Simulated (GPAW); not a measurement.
Crystal: GaN.

```
CELL_PARAMETERS angstrom
0.00000 2.25350 2.25350
2.25350 0.00000 2.25350
2.25350 2.25350 0.00000
ATOMIC_POSITIONS crystal
Ga 0.00000 0.00000 0.00000
N 0.25000 0.25000 0.25000
```

The cell is a database's computed one.

* Program: GPAW 26.7.0
* Task: single point
* Functional: PBE
* Potentials or basis: GPAW PAW data sets (gpaw-data 1.2.1)
* Cutoff: 800 eV
* Basis: pw
* k mesh: 10 × 10 × 10
* Occupations: fermi-dirac, width 0.05 eV
* Spin: no spin polarisation

On this cell: pressure 12.6 GPa; largest force zero by symmetry; band gap on the k mesh 1.84 eV, direct.

The same run follows on a disturbed copy (atoms moved at random, drawn with an rms of 0.05 Å):

```
CELL_PARAMETERS angstrom
0.00000 2.25350 2.25350
2.25350 0.00000 2.25350
2.25350 2.25350 0.00000
ATOMIC_POSITIONS crystal
Ga 0.00643 0.99831 0.99469
N 0.24250 0.24820 0.25662
```

Task: What changes?

Result: The energy moves by +6.8 meV/atom; pressure 12.8 GPa; largest force 0.655 eV/Å; band gap on the k mesh 1.75 eV, direct.

Forces on the atoms (eV/Å):
```
Ga   0.420 -0.011 -0.502
N   -0.420  0.011  0.502
```

Stress tensor (GPa, compression positive):
```
12.76  2.97  0.13
 2.97 12.89 -2.49
 0.13 -2.49 12.70
```

